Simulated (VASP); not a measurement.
Input of a VASP 6.6.1 run:

Contents of POSCAR:

```
KI
1.0
    4.2911966600      0.0000000000      0.0000000000
    0.0000000000      4.2911966600      0.0000000000
    0.0000000000      0.0000000000      4.2911966600
I K
1 1
Direct
    0.5000000000      0.5000000000      0.5000000000
    0.0000000000      0.0000000000      0.0000000000
```

The input INCAR.step1:

```
PREC = Accurate ; ENCUT = 500
EDIFF = 1E-8 ; ISMEAR = 0
SIGMA = 0.01 ; LREAL = F
LASPH = T ; NELM = 100
ALGO = Normal ; LWAVE = T
LCHARG = F ; GGA = PE
```

INCAR.step2

```
PREC = Accurate ; ENCUT = 500
EDIFF = 1E-8 ; ISMEAR = 0
SIGMA = 0.01 ; LREAL = F
LASPH = T ; NELM = 1
ALGO = Exact ; LWAVE = T
LCHARG = F ; GGA = PE
NBANDS = 273 ; LOPTICS = T
ISTART = 1
```

Contents of INCAR.step3:

```
PREC = Accurate ; ENCUT = 500
EDIFF = 1E-8 ; ISMEAR = 0
SIGMA = 0.01 ; LREAL = F
LASPH = T ; ALGO = QPGW0
LWAVE = F ; LCHARG = F
GGA = PE ; NELMGW = 4
NBANDS = 273 ; ENCUTGW = 100
NOMEGA = 48 ; PRECFOCK = Fast
ISTART = 1 ; NBANDSGW = 20
```

KPOINTS

```
Automatic mesh
0
Gamma
  3 3 3
```

Potentials or basis: VASP PAW PBE potentials, release 64 (I_GW, K_sv_GW).

Launch:

```sh
$ cat potpaw_PBE.64/I_GW/POTCAR potpaw_PBE.64/K_sv_GW/POTCAR > POTCAR
$ cp INCAR.step1 INCAR
$ mpirun -np 1 vasp_std > vasp.out
$ cp INCAR.step2 INCAR
$ mpirun -np 1 vasp_std > vasp.out
$ cp INCAR.step3 INCAR
$ mpirun -np 1 vasp_std > vasp.out
```

(1) Predict the quasiparticle gap.

(2) Predict the least direct quasiparticle gap.

(3) Predict the band gap on the k mesh, mean-field level.

Answers

(1) 5.73 eV.

(2) 6.01 eV.

(3) 3.44 eV, indirect (least direct gap 3.67 eV).

Caveat: the k mesh is coarse (spacing up to 0.49 Å⁻¹), so the values aren't converged; bands, screening cutoff and mesh are small and nothing is extrapolated, so the quasiparticle values aren't converged; spin-orbit coupling is left out, which moves the levels of the heavy elements; an odd mesh through Γ misses points on the zone boundary, where band edges often lie.
